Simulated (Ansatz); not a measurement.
# CdSe (F-43m) in Ansatz: a series of runs

The runs below take CdSe through single point, relaxation of cell and atoms, with PBE.

Program: Ansatz 0.2.0. These are calculated values, not measurements. Logs are shortened: lines on timing, memory, paths and dates and some standing lists are left out, and cuts for length are marked.

### 1 The structure

The structure is cubic, space group F-43m (No. 216). The conventional cell has a = 6.141 Å, b = 6.141 Å, c = 6.141 Å, α = 90.00°, β = 90.00°, γ = 90.00°. Cd (site symmetry -43m) is surrounded by 4 Se at 2.66 Å. Se (site symmetry -43m) is surrounded by 4 Cd at 2.66 Å.

Measurements of this composition are mostly on another form, of space group No. 186.

### 2 Single point, PBE

Input file input.yaml:

```yaml
crystal:
  lattice:
    - [0.0, 3.0702711986, 3.0702711986]
    - [3.0702711986, 0.0, 3.0702711986]
    - [3.0702711986, 3.0702711986, 0.0]
  atoms:
    - { symbol: Cd, position: [0.0, 0.0, 0.0] }
    - { symbol: Se, position: [0.25, 0.25, 0.25] }
kpoints:
  mp_grid: { grid: [8, 8, 8] }
scf:
  occupations: { method: gaussian, width: 0.015 }
hamiltonian:
  xc: pbe
  pseudopotentials: { kind: all_electron, lapw: { basis_error: 0.001 } }
output:
  forces: true
  stress: true
  eigenvalues: true
```

Potentials or basis: all-electron LAPW, scalar-relativistic.

Started as:

```sh
$ ansatz run input.yaml --threads 1 --pin off --max-ram 3072MiB --backend cpu --events-out ev --progress --plain --runs-dir out
```

Output:

```text
Warning: RAYON_NUM_THREADS=1 ignored (pool sized by the plan → 1); use --threads N
LAPW: plane waves up to 8.361 Å⁻¹, error target 1.0e-3 eV per atom; small_component_spin mean_spin; Se in spheres of 1.276 Å, 24 of its electrons in bands, Dirac shells []; Cd in spheres of 1.383 Å, 20 of its electrons in bands, Dirac shells [] (how accurate: hamiltonian.pseudopotentials.lapw.basis_error, Limitations)
Engine: ansatz 0.2.0, x86_64-unknown-linux-gnu
Pseudopotentials: kind: all_electron
Pseudopotential: Cd, LAPW, valence charge 20, lapw/all_electron/scalar/gaussian/Cd, Koelling and Harmon's equation, gaussian nucleus
Pseudopotential: Se, LAPW, valence charge 24, lapw/all_electron/scalar/gaussian/Se, Koelling and Harmon's equation, gaussian nucleus
Functional definition: PBE
  parameter kappa = 0.804
  parameter beta = 0.06672455060314922
  exchange = pbe_x(kappa = kappa, mu = beta*pi^2/3)
  correlation = pbe_c(beta = beta)
Crystal: 2 atoms, lattice volume = 57.884 Å³
Basis set: ecut = 266.3427616617828 eV, 537 PW (Γ), exchange–correlation at level 2
Bands: 27, of which v1, the nominal top of the filled ones, is band 22 counted from 1 (21 counted from 0)
Symmetry: 24 space group operations
Space group: F-43m (ITA 216), of the structure as read, at distance tolerance 3.9e-5 Å
k-points: 29 of 512 (time reversal used)
Non-local potential: Cd, projectors of the file, none
Non-local potential: Se, projectors of the file, none
Initial density: superposition of atomic densities (chi_scale 0.1, normalization cell, long waves kept (reshape's long-wave potential 0.00 eV rms))
Initial wavefunctions: plane waves of lowest kinetic energy (no species holds an atomic orbital)
Functional: x = pbe(κ = 0.804, μ = 0.2195149727645171), c = pbe(β = 0.06672455060314922)
iter 1 solved again at ethr=2.32e-3 eV; its pass at ethr=1.00e-1 eV (dr2=1.02e0 eV) is discarded
SCF iter   1: F=—  HF=-218362.745552 eV  |F-HF|=—  |Δ(HF+E_count)|=         —  Δρ=2.85e-2  dr2=1.02e0  ethr=2.32e-3  ⟨swp⟩=2.0  Hψ=4966  notcnv=0
preconditioner: auto → none  [insulator: Δε(μ)=1.059 eV  Ē_g=12.367 eV  σ=0.015 eV  W_gap=1.00  n_scr=14 (ndim 8)  ℏωp=20.7 eV  f_vac=0.228  D(μ)=0.00/eV (n_scr^D=0)  ε∞_Penn≈3.8]
iter 2 solved again at ethr=4.91e-5 eV; its pass at ethr=2.32e-3 eV (dr2=2.16e-2 eV) is discarded
SCF iter   2: F=—  HF=-218362.401096 eV  |F-HF|=—  |Δ(HF+E_count)|=   3.44e-1  Δρ=7.23e-3  dr2=2.16e-2  ethr=4.91e-5  ⟨swp⟩=2.1  Hψ=4154  notcnv=0  defer=1
SCF iter   3: F=—  HF=-218362.364687 eV  |F-HF|=—  |Δ(HF+E_count)|=   3.64e-2  Δρ=4.26e-3  dr2=1.13e-2  ethr=4.91e-5  ⟨swp⟩=3.0  Hψ=2468  notcnv=0
SCF iter   4: F=—  HF=-218362.364595 eV  |F-HF|=—  |Δ(HF+E_count)|=   9.19e-5  Δρ=1.38e-3  dr2=1.09e-3  ethr=2.57e-5  ⟨swp⟩=2.0  Hψ=2381  notcnv=0
SCF iter   5: F=—  HF=-218362.364740 eV  |F-HF|=—  |Δ(HF+E_count)|=   1.46e-4  Δρ=1.84e-4  dr2=1.31e-5  ethr=2.47e-6  ⟨swp⟩=2.0  Hψ=2277  notcnv=0
SCF iter   6: F=—  HF=-218362.364751 eV  |F-HF|=—  |Δ(HF+E_count)|=   1.08e-5  Δρ=4.56e-5  dr2=1.09e-6  ethr=2.98e-8  ⟨swp⟩=3.0  Hψ=2294  notcnv=0
SCF iter   7: F=-218362.364754 eV  HF=-218362.364754 eV  |F-HF|=1.09e-7  |Δ(HF+E_count)|=   2.69e-6  Δρ=8.63e-6  dr2=3.41e-8  ethr=2.47e-9  ⟨swp⟩=3.0  Hψ=2399  notcnv=0
SCF 1 converged in 7 iterations: F = -218362.364754 eV  dr2 = 3.41e-8
SCF converged after 7 iterations
Free energy (F): -218362.364754 eV
Harris-Foulkes:  -218362.364754 eV  (|F-HF|=1.09e-7)
Internal energy: -218362.364754 eV  (E = F + TS)
E sigma→0 (E₀):  -218362.364754 eV
Fermi energy:    8.019774 eV
--- Per-component energies (eV) ---
  E_band       = -2108.280357
  E_kinetic    = 227171.044219
  E_xc         = -6605.761113
  E_electrostatic = -438927.647860  (all electrons and nuclei)
  E_smearing   = -0.000000  (= −TS)
  E_closure    = 0.000000  (closes the sum)
  E_atoms      = -218356.868614  (free atoms, spherical and without spin; not in F)
  Σ components = -218362.364754   (vs F -218362.364754, Δ=0.00e0)
  Basis errors (estimates in eV, not in F): energy 4.4e-4 per atom: plane waves 4.0e-4 (2.4e-4 summed), levels above the bands 0.0e0, relativity 6.4e-8, radial functions 3.5e-5, core shells 5.6e-7; eigenvalues (radial functions only) 1.4e-6; not estimated: angular momenta, meshes, grids; target (lapw.basis_error) 1.0e-3; muffin-tin radii Se 1.276 Å, Cd 1.383 Å
--- Forces (eV/Å), atoms counted from 1 ---
  atom   1  Cd    -0.00000000     0.00000000     0.00000000
  atom   2  Se     0.00000000    -0.00000000     0.00000000
  max |Σ_I F_I| component: 9.25e-18 eV/Å
--- Stress (GPa, compression-positive) ---
        1.303697       0.000000      -0.000000
        0.000000       1.303697       0.000000
       -0.000000       0.000000       1.303697
  P = ⅓ Tr σ = 1.3037 GPa (13.037 kbar)
--- Band table (eV; the first three rows and the last of 29) ---
  k-point 0: bands = ["-199.1760", "-138.6423", "-138.6423", "-138.6423", "-93.8363", "-54.9035", "-54.9035", "-54.9035", "-38.8564", "-38.8564", "-38.8564", "-38.8534", "-38.8534", "-4.6908", "-0.0931", "-0.0931", "-0.0931", "0.2512", "0.2512", "7.7444", "7.7444", "7.7444", "8.2947", "13.6888", "13.6888", "13.6888", "17.4165"]
  k-point 1: bands = ["-199.1760", "-138.6423", "-138.6423", "-138.6423", "-93.8363", "-54.9035", "-54.9035", "-54.9035", "-38.8564", "-38.8564", "-38.8564", "-38.8534", "-38.8534", "-4.6405", "-0.0772", "-0.0772", "-0.0466", "0.2504", "0.2504", "6.5583", "7.6264", "7.6264", "9.2894", "13.4651", "13.8836", "13.8836", "18.0446"]
  k-point 2: bands = ["-199.1760", "-138.6423", "-138.6423", "-138.6423", "-93.8363", "-54.9036", "-54.9035", "-54.9035", "-38.8564", "-38.8564", "-38.8564", "-38.8534", "-38.8534", "-4.5176", "-0.0426", "-0.0426", "0.1084", "0.2532", "0.2532", "5.1565", "7.3650", "7.3650", "9.9907", "13.6577", "14.1913", "14.1913", "17.7935"]
  k-point 28: bands = ["-199.1760", "-138.6423", "-138.6423", "-138.6423", "-93.8363", "-54.9036", "-54.9036", "-54.9035", "-38.8564", "-38.8564", "-38.8563", "-38.8534", "-38.8534", "-4.2325", "0.0805", "0.0834", "0.2199", "0.2562", "0.6987", "3.8982", "5.6218", "5.6590", "12.6566", "12.9638", "14.1666", "15.3478", "18.0792"]
```

Run time: 8 s. Hardware: 1 thread of Intel Xeon Platinum 8559C (Emerald Rapids), shared host; peak memory 0.35 GiB.

What came out:

```
Free energy            : -218362.3648 eV
Pressure               : 1.3 GPa
Band gap on the k mesh : 0.55 eV, direct
```

### 3 Relaxation of cell and atoms, PBE

input.yaml, as its differences from that of step 2:

```diff
@@ -11,3 +11,3 @@
 scf:
-  occupations: { method: gaussian, width: 0.015 }
+  occupations: { method: fermi_dirac, width: 0.05 }
 hamiltonian:
@@ -18,2 +18,5 @@
   stress: true
-  eigenvalues: true
+relax:
+  f_tol: 0.02
+  max_steps: 60
+  cell: {}
```

Potentials or basis: all-electron LAPW, scalar-relativistic.

Started as:

```sh
$ ansatz run input.yaml --threads 1 --pin off --max-ram 3072MiB --backend cpu --events-out ev --progress --plain --runs-dir out
```

Run time: 21 s. Hardware: 1 thread of Intel Xeon Platinum 8559C (Emerald Rapids), shared host; peak memory 0.37 GiB.

Results (log left out):

```
Free energy                            : -218362.3711 eV
Relaxed volume                         : 29.75 Å³/atom
Relaxed cell                           : a = 4.382 Å, b = 4.382 Å, c = 4.382 Å, α = 60.00°, β = 60.00°, γ = 60.00°
Space group after relaxing (to 0.05 Å) : F-43m (No. 216)
Energy gained by relaxing              : 3.2 meV/atom
Ionic steps                            : 4
Pressure after relaxing                : 0.0 GPa
Band gap on the k mesh                 : 0.49 eV
```

Step by step:
| step | energy change (eV) | largest force (eV/Å) | volume (Å³) |
| --- | --- | --- | --- |
| 1 | 0.0000 | 0.0000 | 57.88 |
| 2 | -0.0059 | 0.0000 | 59.93 |
| 3 | -0.0064 | 0.0000 | 59.51 |
| 4 | -0.0064 | 0.0000 | 59.51 |

Final structure:
```cif
data_structure
_symmetry_space_group_name_H-M 'P 1'
_symmetry_Int_Tables_number 1
_cell_length_a 4.3822
_cell_length_b 4.3822
_cell_length_c 4.3822
_cell_angle_alpha 60.000
_cell_angle_beta 60.000
_cell_angle_gamma 60.000
_cell_volume 59.51
loop_
_atom_site_label
_atom_site_type_symbol
_atom_site_fract_x
_atom_site_fract_y
_atom_site_fract_z
_atom_site_occupancy
Cd1 Cd 0.00000 0.00000 0.00000 1
Se1 Se 0.25000 0.25000 0.25000 1
```
